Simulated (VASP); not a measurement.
## TiTe2: equation of state with PBEsol

The system is TiTe2.

```
Te Ti
1.0
     3.70417    0.00000    0.00000
    -1.85209    3.20791    0.00000
     0.00000    0.00000    6.40672
Te Ti
2 1
Direct
  0.33333 0.66667 0.73185
  0.66667 0.33333 0.26815
  0.00000 0.00000 0.00000
```

- Program: VASP 6.6.1
- Task: equation of state
- Functional: PBEsol
- Potentials or basis: VASP PAW PBE potentials, release 64 (Te, Ti_sv)
- Cutoff: 520 eV
- k mesh: 8 × 8 × 4
- Occupations: fermi-dirac, width 0.05 eV
- Spin: no spin polarisation
- Ladder: gaps
- Further INCAR settings: ALGO = Fast; EDIFF = 1e-06

| Quantity | Value |
| --- | --- |
| Equilibrium volume | 25.39 Å³/atom |
| Bulk modulus at fixed shape and positions | 71 GPa |
| Pressure derivative of the bulk modulus | 4.2 (rough: it moves with the points fitted) |

Energy against volume, from the lowest point:
| volume (Å³/atom) | energy (meV/atom) |
| --- | --- |
| 24.361 | 9.97 |
| 24.869 | 2.48 |
| 25.376 | 0.00 |
| 25.884 | 2.05 |
| 26.391 | 8.17 |

All runs of the series together: 4.4 min on 1 thread of Intel(R) Xeon(R) 6975P-C (Granite Rapids) (shared host).

Caveat: the cell was scaled at fixed shape and fractional positions, which overstates the stiffness of a crystal with free parameters, most of all of layers and chains; the PAW data sets were made with another functional, which shifts forces and pressure a little; this functional lacks dispersion, which binds the layers, so the pressure and a relaxed spacing across them are unreliable. The run has no spin-orbit coupling, so splittings on Te are missing.
